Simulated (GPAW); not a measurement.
CdTe, 2 atoms in the cell. The structure is cubic, space group F-43m (No. 216). Conventional cell: a = 6.410 Å, b = 6.410 Å, c = 6.410 Å, α = 90.00°, β = 90.00°, γ = 90.00°. Around Te (site symmetry -43m) lie 4 Cd at 2.78 Å. Around Cd (site symmetry -43m) lie 4 Te at 2.78 Å. 

| Quantity | Value |
| --- | --- |
| Program | GPAW 26.7.0 |
| Task | band structure |
| Functional | PBE |
| Potentials or basis | GPAW PAW data sets (gpaw-data 1.2.1) |
| Basis | lcao:dzp |
| Grid spacing | 0.16 Å |
| k mesh | 6 × 6 × 6 |
| Occupations | fermi-dirac, width 0.05 eV |
| Spin | no spin polarisation |
| Maxiter | 150 |
| Band path | GXWKGLUWLK,UX |
| Band points | 80 |

Potentials or basis: GPAW PAW data sets (gpaw-data 1.2.1), lcao:dzp.

Launch:

```console
$ OMP_NUM_THREADS=1 python run.py
```

Hardware: 1 thread of Intel(R) Xeon(R) Processor @ 2.50GHz (Skylake/Cascade Lake), on a shared host.

Estimate the wall time of this run.

Run time: 3.2 min on 1 thread of Intel(R) Xeon(R) Processor @ 2.50GHz (Skylake/Cascade Lake), with other jobs on the host, peak memory 0.23 GiB. Counts: scf iterations 9, bands 13, k points 16.
